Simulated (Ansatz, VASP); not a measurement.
This is a calculation of Y for VASP 6.6.1.

INCAR

```
SYSTEM = Y
ALGO = Normal ; EDIFF = 1E-7
ENCUT = 520 ; GGA = PE
ISIF = 2 ; ISMEAR = -1
LASPH = .TRUE. ; LCHARG = .FALSE.
LREAL = .FALSE. ; LWAVE = .FALSE.
NBANDS = 18 ; NELM = 100
PREC = Accurate ; SIGMA = 0.05
```

Contents of KPOINTS:

```
k-points
0
G
  8 8 5
  0 0 0
```

Contents of POSCAR:

```
Y
1.0
    3.6953976095      0.0000000000      0.0000000000
   -1.8476988047      3.2003082069      0.0000000000
    0.0000000000      0.0000000000      5.8060112795
Y
2
Direct
    0.6666666667      0.3333333333      0.7500000000
    0.3333333333      0.6666666667      0.2500000000
```

Potentials or basis: VASP PAW PBE potentials, release 64 (Y_sv).

Launch:

```sh
$ cat potpaw_PBE.64/Y_sv/POTCAR > POTCAR
$ mpirun -np 1 vasp_std > vasp.out
```

Translate it to Ansatz 0.2.0. Potentials there: Ansatz PAW.

As run (the cutoff follows the program's own potentials):

File input.yaml:

```yaml
crystal:
  lattice:
    - [3.6953976095, 0.0, 0.0]
    - [-1.8476988047, 3.2003082069, 0.0]
    - [0.0, 0.0, 5.8060112795]
  atoms:
    - { symbol: "Y", position: [0.6666666667, 0.3333333333, 0.75] }
    - { symbol: "Y", position: [0.3333333333, 0.6666666667, 0.25] }
hamiltonian:
  xc: pbe
  pseudopotentials: { kind: paw }
kpoints:
  mp_grid: { grid: [8, 8, 5] }
scf:
  occupations: { method: fermi_dirac, width: 0.05 }
output:
  forces: true
  stress: true
  eigenvalues: true
```

Potentials or basis: Ansatz PAW.

Command:

```console
$ ansatz run input.yaml --threads 1 --pin off --max-ram 3584MiB --backend cpu --events-out ev --progress --plain --runs-dir out
```

Both were run:

|  | VASP | Ansatz | Ansatz less VASP |
| --- | --- | --- | --- |
| gap on the k mesh at the Fermi level (eV) | none | none | - |
| pressure (GPa) | -1.7 | -1.6 | +0.09 |
| largest component of the traceless stress (GPa) | 0.27 | 0.27 | 0.000 |

A gap of «none» marks a metal or a gap that the smearing closes.
